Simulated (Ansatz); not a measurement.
# Ti: the cost of one run

Method: DFT PBEsol, scalar-relativistic, plane waves, PAW, in Ansatz 0.2.0.

2 further runs of the same task are left out: 2 set aside as unsound or not needed.

## (1) The starting structure

Symmetry: Fm-3m, No. 225, cubic system. Conventional cell: a = 4.056 Å, b = 4.056 Å, c = 4.056 Å, α = 90.00°, β = 90.00°, γ = 90.00°. Around Ti (site symmetry m-3m) lie 12 Ti at 2.87 Å.

As a file:

```
CELL_PARAMETERS angstrom
2.02792 2.02792 0.00000
-2.02792 2.02792 0.00000
0.00000 0.00000 4.05584
ATOMIC_POSITIONS crystal
Ti 0.00000 0.00000 0.00000
Ti 0.50000 0.50000 0.50000
```

The unstrained cell was computed beforehand with the same settings: E(σ→0) = -4947.6802 eV for 2 atoms, gap none (metal).

## (2) Strain -2.0 %

Input file input.yaml:

```yaml
crystal:
  lattice:
    - [1.9873627284, 1.9873627284, 0.0]
    - [-2.0380607572, 2.0380607572, 0.0]
    - [0.0, 0.0, 4.0761215144]
  atoms:
    - { symbol: Ti, position: [0.0, 0.0, 0.0] }
    - { symbol: Ti, position: [0.5, 0.5, 0.5] }
basis:
  ecutwfc: 420
kpoints:
  mp_grid: { grid: [18, 18, 14] }
hamiltonian:
  xc: pbesol
scf:
  occupations: { method: gaussian, width: 0.1 }
output:
  forces: true
  stress: true
  eigenvalues: true
relax:
  adjacent_minimum: "off"
  f_tol: 0.008
  max_steps: 40
  cell: { stress_tol: 0.015, fix: [a, angles] }
```

Command:

```
ansatz run input.yaml --threads 1 --pin off --max-ram 2560MiB --backend cpu --events-out ev --progress --plain --runs-dir out
```

**Question.** How long does this run take on 1 thread of Intel Xeon 6975P-C (Granite Rapids), shared host, and how much memory does it need?

About 65 s, with a peak of 0.73 GiB.
